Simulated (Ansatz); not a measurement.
# LiCl: the cost of one run

Method: DFT PBE, scalar-relativistic, plane waves, PAW, in Ansatz 0.2.0.

1 further run of the same task is left out (it didn't finish).

### Step 1. The starting structure

Symmetry: I-42m, No. 121, tetragonal system. Conventional cell: a = 6.803 Å, b = 6.803 Å, c = 8.935 Å, α = 90.00°, β = 90.00°, γ = 90.00°. Around Li (site symmetry m) lie 4 Cl at 2.12 to 2.22 Å. Around Li (site symmetry -42m) lie 4 Cl at 2.14 Å. Cl (site symmetry m) has 4 Li at 2.12 to 2.22 Å as nearest neighbours. Cl (site symmetry -42m) has 4 Li at 2.14 Å as nearest neighbours.

As a file:

```
Li Cl
1.0
    -3.40141    3.40141    4.46726
     3.40141   -3.40141    4.46726
     3.40141    3.40141   -4.46726
Li Cl
5 5
Direct
  0.17487 0.44450 0.00000
  0.55550 0.55550 0.73037
  0.00000 0.00000 0.00000
  0.82513 0.82513 0.26963
  0.44450 0.17487 0.00000
  0.32513 0.32513 0.26963
  0.94450 0.67487 0.00000
  0.67487 0.94450 0.00000
  0.05550 0.05550 0.73037
  0.50000 0.50000 0.00000
```

The cell is invented: 4-connected net, two elements alternating (I-42m, No. 121). Its size is a rough estimate.

### Step 2. A first look at the guess

File input.yaml:

```yaml
crystal:
  lattice:
    - [-3.40140728, 3.40140728, 4.46725627]
    - [3.40140728, -3.40140728, 4.46725627]
    - [3.40140728, 3.40140728, -4.46725627]
  atoms:
    - { symbol: Li, position: [0.17486852, 0.44450086, 0.0] }
    - { symbol: Li, position: [0.55549914, 0.55549914, 0.73036766] }
    - { symbol: Li, position: [0.0, 0.0, 0.0] }
    - { symbol: Li, position: [0.82513148, 0.82513148, 0.26963234] }
    - { symbol: Li, position: [0.44450086, 0.17486852, 0.0] }
    - { symbol: Cl, position: [0.32513148, 0.32513148, 0.26963234] }
    - { symbol: Cl, position: [0.94450086, 0.67486852, 0.0] }
    - { symbol: Cl, position: [0.67486852, 0.94450086, 0.0] }
    - { symbol: Cl, position: [0.05549914, 0.05549914, 0.73036766] }
    - { symbol: Cl, position: [0.5, 0.5, 0.0] }
basis:
  ecutwfc: 420
kpoints:
  mp_grid: { grid: [4, 4, 4] }
hamiltonian:
  xc: pbe
scf:
  occupations: { method: gaussian, width: 0.1 }
  lower_state_search: "off"
output:
  forces: true
  stress: true
  eigenvalues: true
```

Started as:

```bash
> ansatz run input.yaml --threads 1 --pin off --max-ram 2560MiB --backend cpu --events-out ev --progress --plain --runs-dir out
```

**Question.** How long does this run take on 1 thread of Arm Neoverse N1, shared host, and how much memory does it need?

About 11 s, with a peak of 0.37 GiB.
